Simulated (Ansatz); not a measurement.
## Ag under changes of volume

One of the cells (18.154 Å³/atom); the others are scaled copies at fixed shape and fractional positions:

```xyz
1
Lattice="-1.6557 1.6557 1.6557 1.6557 -1.6557 1.6557 1.6557 1.6557 -1.6557" Properties=species:S:1:pos:R:3 pbc="T T T"
Ag    0.0000    0.0000    0.0000
```

This isn't the form of Ag at room conditions, which is fcc.

* Program: Ansatz 0.2.0
* Functional: HSE06
* Potentials or basis: Ansatz PAW
* Cutoff: 420 eV (not typed: the program's choice for these potentials)
* k mesh: 6 × 6 × 6
* Occupations: fermi-dirac, width 0.05 eV
* Spin: no spin polarisation

| volume (Å³/atom) | energy over the lowest point (meV/atom) | pressure (GPa) |
| --- | --- | --- |
| 17.065 | ? | ? |
| 17.428 | 3.26 | 2.6 |
| 17.791 | 0.00 | 0.8 |
| 18.154 | 0.42 | -0.7 |
| 18.517 | 3.40 | -1.8 |
| 18.880 | 8.59 | -3.0 |
| 19.243 | 16.36 | -4.0 |

Q: What does the run at 17.065 Å³/atom give?

A: Energy over the lowest point 11.25 meV/atom; pressure 4.7 GPa.

Worked out: A Birch-Murnaghan fit of order 3 (a polynomial in V^(-2/3)) to the other rows has its minimum at 17.95 Å³/atom with B0 = V·E''(V) = 67 GPa and B' = 5.9. It gives 10.02 meV/atom at 17.065 Å³/atom, against the run's 11.25, and -dE/dV = 3.9 GPa, against 4.7.

Energies are extrapolated to zero smearing.

Caveats: all runs use coarse meshes; the PAW data sets come from PBE, with cores solved anew for the run's functional, which leaves a small shift of forces and pressure; the thresholds are loose for stress.
